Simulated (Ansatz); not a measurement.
Crystal: SiC (Moissanite 6H).

```
Si C
1.0
     3.09500    0.00000    0.00000
    -1.54750    2.68035    0.00000
     0.00000    0.00000   15.17000
Si C
6 6
Direct
  0.66667 0.33333 0.45830
  0.33333 0.66667 0.95830
  0.66667 0.33333 0.79170
  0.33333 0.66667 0.29170
  0.00000 0.00000 0.62500
  0.00000 0.00000 0.12500
  0.66667 0.33333 0.33330
  0.33333 0.66667 0.83330
  0.66667 0.33333 0.66670
  0.33333 0.66667 0.16670
  0.00000 0.00000 0.50000
  0.00000 0.00000 0.00000
```

Base run:

* Program: Ansatz 0.2.0
* Functional: SVWN5
* Potentials or basis: Ansatz PAW
* Cutoff: 420 eV (not typed: the program's choice for these potentials)
* k mesh: 10 × 10 × 2
* Occupations: fermi-dirac, width 0.05 eV
* Spin: no spin polarisation

Its results: band gap on the k mesh 1.98 eV, indirect (least direct gap 3.07 eV); pressure -7.4 GPa; largest force 0.144 eV/Å.

**Question.** The run is repeated on the same cell with these changes: functional from SVWN5 to PBE; k mesh from 10 × 10 × 2 to 6 × 6 × 1. What comes out?

**Answer.** Band gap on the k mesh 2.02 eV, indirect (least direct gap 3.12 eV); pressure 0.2 GPa; largest force 0.153 eV/Å.

Several settings changed at once, so the effect can't be laid on one alone.

Caveats: the PAW data sets come from PBE, with cores solved anew for the run's functional, which leaves a small shift of forces and pressure (some runs).
